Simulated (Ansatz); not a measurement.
Rocksalt PbSe: a field-response calculation (clamped ions) in the plane-wave code Ansatz (r2SCAN). The cell was relaxed with r2SCAN and then strained, so it isn't that functional's minimum.

The input:
```yaml
crystal:
  lattice:
    - [0.0, 3.0887022195, 3.0887022195]
    - [3.0887022195, 0.0, 3.0887022195]
    - [3.0887022195, 3.0887022195, 0.0]
  atoms:
    - { symbol: Pb, position: [0.0, 0.0, 0.0] }
    - { symbol: Se, position: [0.5, 0.5, 0.5] }
kpoints:
  mp_grid: { grid: [6, 6, 6] }
hamiltonian:
  xc: r2scan
scf:
  occupations: { method: fixed }
dielectric: {}
```

Command: `ansatz run input.yaml --threads 2 --pin off --max-ram 20275MiB --backend cpu --events-out ev --progress --plain --runs-dir out`. Wall time 41 s on 2 threads of AMD EPYC 7R13 Processor (Zen 3), on a shared host, load about 2.3 per core; peak host memory 1.2 GiB.

What the program printed (shortened):
```
Pseudopotential: Pb, paw, valence charge 14, recommended cutoff 500 eV (meta_gga)
Pseudopotential: Se, paw, valence charge 16, recommended cutoff 500 eV (meta_gga)
Functional definition: r2SCAN
Crystal: 2 atoms, lattice volume = 58.933 Å³
Basis set: ecut = 500 eV, 1459 PW (Γ)
Bands: 19, of which v1, the nominal top of the filled ones, is band 15 counted from 1 (14 counted from 0)
Symmetry: 48 space group operations
k-points: 30 of 216 (irreducible under 8 space group operations, time reversal used)
preconditioner: auto → none  [insulator: Δε(μ)=0.693 eV  ℏωp=21.6 eV]
SCF converged after 8 iterations
Free energy (F): -17400.334959 eV
Fermi energy:    8.418063 eV
--- Dielectric response (ions clamped): 3 representative field directions + reference, inside a basis on a mesh of 512 k-points ---
  ε∞ (high-frequency dielectric tensor):
       17.021214     0.000000     0.000000
        0.000000    17.021214     0.000000
        0.000000     0.000000    17.021214
  Born effective charges Z* (e; rows j = field, columns β = displacement):
    site 0:
         4.83354    0.00000    0.00000
         0.00000    4.83354    0.00000
         0.00000    0.00000    4.83354
    site 1:
        -4.83354    0.00000    0.00000
         0.00000   -4.83354    0.00000
         0.00000    0.00000   -4.83354
  ε∞ is read to err by 8.2e-2, Z* by 3.8e-2 e
```

The clamped-ion dielectric constant comes out as 17.02 in all directions. Born charges, averaged over directions: Pb +4.83, Se -4.83 e.

The values are computed, spin-unpolarised, and not measurements.
